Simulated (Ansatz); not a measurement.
**Ionic part of the dielectric constant of BaS at 5 GPa, mode by mode**

These are results of DFT PBEsol, scalar-relativistic, plane waves, PAW in Ansatz, not measurements. Cutoff 420 eV, 8×8×8 k-points (Γ-centred), fixed occupations. No spin polarisation. Phonons by linear response, acoustic sum rule imposed.

The structure is cubic, space group Fm-3m (No. 225). The conventional cell has a = 6.148 Å, b = 6.148 Å, c = 6.148 Å, α = 90.00°, β = 90.00°, γ = 90.00°. Ba (site symmetry m-3m) has 6 S at 3.07 Å as nearest neighbours. Around S (site symmetry m-3m) lie 6 Ba at 3.07 Å.

Spin–orbit coupling is left out, which matters for heavy elements.

The primitive cell has V = 58.11 Å³ and ε∞,yy = 5.292. Each polar mode adds Δε = (4.92064×10⁷/V)·S/ν² along y, with S its oscillator strength in e²/amu, ν in cm⁻¹ and V in Å³.

**Question.** From these modes, find each Δε and ε0,yy.
```csv
ν (cm⁻¹),S_yy (e²/amu)
173.7,0.2748
```

**Answer.**
```
ν (cm⁻¹)    Δε
   173.7  7.71
```

The sum is 7.710, so ε0,yy = 13.00; the run's tensor has 13.00.

**Question.** Where do the longitudinal modes lie for a wave vector along y?

**Answer.** At 272 cm⁻¹. The Lyddane–Sachs–Teller product Π(ν_LO/ν_TO)² = 2.46 matches ε0/ε∞ = 2.46.

Cost: 1 run of about 1.3 core-minutes, on Arm Neoverse N1 (shared hosts).